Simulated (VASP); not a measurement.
Here is a VASP 6.6.1 calculation.

File INCAR:

```
SYSTEM = LiH17O9
ALGO = Normal
EDIFF = 1E-6
ENCUT = 520
GGA = PE
ISIF = 2
ISMEAR = -1
LASPH = .TRUE.
LCHARG = .FALSE.
LREAL = Auto
LWAVE = .FALSE.
NBANDS = 56
NELM = 60
PREC = Accurate
SIGMA = 0.02
```

Contents of KPOINTS:

```
k-points
0
G
  1 1 1
  0 0 0
```

File POSCAR:

```
LiH17O9
1.0
    7.1738770000      0.0000000000      0.0000000000
    0.0000000000      7.1738770000      0.0000000000
    0.0000000000      0.0000000000      7.1738770000
O H Li
9 17 1
Direct
    0.1318394503      0.1813942447      0.1737414790
    0.3751249150      0.8853650543      0.8128798417
    0.6150509690      0.1874160931      0.3971074497
    0.6160964288      0.2294435770      0.8504885155
    0.9154324781      0.6509311492      0.2824135401
    0.8137022701      0.0089630753      0.1181508966
    0.2046173917      0.6834797976      0.5163735035
    0.2667316432      0.6058788017      0.1136902682
    0.2520812665      0.3260719413      0.8546285363
    0.1857991153      0.2273108390      0.0510741960
    0.2267950789      0.1135926919      0.2398981750
    0.4811345385      0.9557035896      0.7767348116
    0.3113239884      0.8626297886      0.6987435107
    0.6515026672      0.3190603909      0.3986268513
    0.7157357172      0.1201581795      0.3245386003
    0.4890521541      0.2777020013      0.8694461865
    0.6254498091      0.2056907304      0.7134078268
    0.8607340215      0.7679250704      0.2369011902
    1.0175948096      0.6176855276      0.1942324910
    0.9447332314      0.0628112247      0.1258176018
    0.7434334322      0.0770573569      0.0181491821
    0.0770155385      0.6835634344      0.4553186513
    0.2864002268      0.6229546450      0.4161348180
    0.3324562158      0.7088775010      0.0481887270
    0.2884214491      0.4865151716      0.0540572413
    0.2413339398      0.1994597900      0.8065234461
    1.2212782572      0.5560312785      0.7497340699
```

Potentials or basis: VASP PAW PBE potentials, release 64 (O, H, Li_sv).

The run is started by

```bash
$ cat potpaw_PBE.64/O/POTCAR potpaw_PBE.64/H/POTCAR potpaw_PBE.64/Li_sv/POTCAR > POTCAR
$ mpirun -np 1 vasp_gam > vasp.out
```

Question: Predict the band gap on the k mesh.

Answer: 4.03 eV, direct.

Question: What does it give for the largest force?

Answer: 1.786 eV/Å.

Forces on the atoms (eV/Å):
```
O   -0.353  0.144 -0.237
O   -0.735 -0.726  1.354
O    0.480 -0.044  0.318
O    0.965 -0.773 -1.114
O    0.339 -0.219  0.193
O    0.067  0.034 -0.126
O    0.805 -0.900 -0.825
O    0.027  1.370  0.282
O    0.132  0.060  0.140
H    0.006  0.106  0.218
H    0.516 -0.136  0.123
H    1.328  0.859  0.030
H   -0.731 -0.295 -1.376
H    0.085 -0.387 -0.225
H   -0.713  0.475 -0.030
H   -0.701  0.210 -0.050
H    0.022  0.352  0.803
H    0.022  0.126 -0.344
H   -0.442  0.296  0.232
H   -0.579  0.126 -0.080
H    0.398 -0.161  0.465
H    0.184 -0.001 -0.315
H   -1.153  0.930  0.998
H   -0.210 -0.728  0.169
H    0.311 -0.598 -0.538
H   -0.059  0.261 -0.155
Li  -0.011 -0.383  0.089
```

 PBE gaps usually lie below the measured ones, often by a third to a half.
